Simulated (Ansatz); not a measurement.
# Pb (Im-3m) in Ansatz: equation of state

Aim: energy against volume of Pb in PBE, for its equilibrium volume and stiffness.

Program: Ansatz 0.2.0. These are calculated values, not measurements. Logs are shortened: lines on timing, memory, paths and dates and some standing lists are left out, and cuts for length are marked.

## 1. Starting point

The structure is cubic, space group Im-3m (No. 229). Conventional cell: a = 3.959 Å, b = 3.959 Å, c = 3.959 Å, α = 90.00°, β = 90.00°, γ = 90.00°. Pb (site symmetry m-3m) has 8 Pb at 3.43 Å as nearest neighbours.

This isn't the form of Pb at room conditions, which is fcc.

## 2. Equation of state, PBE

Potentials or basis: all-electron LAPW, scalar-relativistic.

This step only gathers the single runs of the series.

Results:

| Property | Result |
| --- | --- |
| Equilibrium volume | 31.66 Å³/atom |
| Bulk modulus | 38 GPa |
| Pressure derivative of the bulk modulus | 5.8 |

Energy against volume, from the lowest point:
```tsv
volume (Å³/atom)	energy (meV/atom)
29.172	27.92
29.792	14.99
30.413	6.37
31.034	1.53
31.654	0.00
32.275	1.38
32.896	5.27
```
